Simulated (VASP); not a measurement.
Set up this calculation in VASP 6.6.1, as the native input.

```
Task                   : single point
Functional             : PBEsol
Potentials or basis    : VASP PAW PBE potentials, release 64 (Al)
Cutoff                 : 520 eV
k mesh                 : 27 × 27 × 14
Occupations            : gaussian, width 0.1 eV
Spin                   : no spin polarisation
Dipole correction      : no
Further INCAR settings : ALGO = Fast; EDIFF = 1e-07; NBANDS = 10
```

The structure of Al lies in POSCAR:

```
Al
1.0
    2.8505492336      0.0000000000      0.0000000000
   -1.4252746168      2.4686480510      0.0000000000
    0.0000000000      0.0000000000      4.6371422547
Al
2
Direct
    0.3333333333      0.6666666667      0.2500000000
    0.6666666667      0.3333333333      0.7500000000
```

This isn't the form of Al at room conditions, which is fcc.

One way to write it, as run:

INCAR

```
SYSTEM = Al
PREC = Accurate
ENCUT = 520
EDIFF = 1E-7
ISMEAR = 0
SIGMA = 0.1
LREAL = .False.
LASPH = .True.
NELM = 100
ALGO = Fast
ISIF = 2
LWAVE = .False.
LCHARG = .False.
GGA = PS
NBANDS = 10
```

KPOINTS

```
Automatic mesh
0
Gamma
  27 27 14
  0 0 0
```

Potentials or basis: VASP PAW PBE potentials, release 64 (Al).

Launch:

```bash
$ cat potpaw_PBE.64/Al/POTCAR > POTCAR
$ mpirun -np 1 vasp_std > vasp.out
```

It gave:

```yaml
Pressure: 0.1 GPa
Band_gap_on_the_k_mesh: none (metal or under the smearing width)
```

Caveat: the PAW data sets were made with another functional, which shifts forces and pressure a little.

Wall time 110 s on 1 thread of AMD EPYC 9R45 (Zen 5), on a shared host, peak memory 0.23 GiB.
